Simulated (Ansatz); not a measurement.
The system is FeO.

```
CELL_PARAMETERS angstrom
-1.60210 1.60210 2.08339
1.60210 -1.60210 2.08339
1.60210 1.60210 -2.08339
ATOMIC_POSITIONS crystal
Fe 0.00000 0.00000 0.00000
O 0.50000 0.50000 0.00000
```

The cell comes from a database or a generator and needn't be the stable form of this composition.

Base run:

* Program: Ansatz 0.2.0
* Functional: LDA
* Potentials or basis: all-electron LAPW, scalar-relativistic
* Cutoff: 375 eV (chosen from the basis error)
* Basis error allowed: 0.001 eV/atom
* k mesh: 12 × 12 × 12
* Occupations: fermi-dirac, width 0.05 eV
* Spin: collinear spin, ferromagnetic start
* Starting moments: [3.0, 0.0] μB

Its results: pressure -22.5 GPa; net moment 4.00 μB per cell; site moments Fe +3.56; O +0.33 μB.

**Question.** The run is repeated on the same cell with these changes: functional from LDA to PBEsol. What comes out?

**Answer.** Pressure -16.2 GPa; net moment 4.00 μB per cell; site moments Fe +3.59; O +0.31 μB.

PBEsol binds less tightly than LDA, so the same cell stands under more pressure.

Caveats: a cell with one magnetic atom can't hold antiferromagnetic order, which such compounds often take.
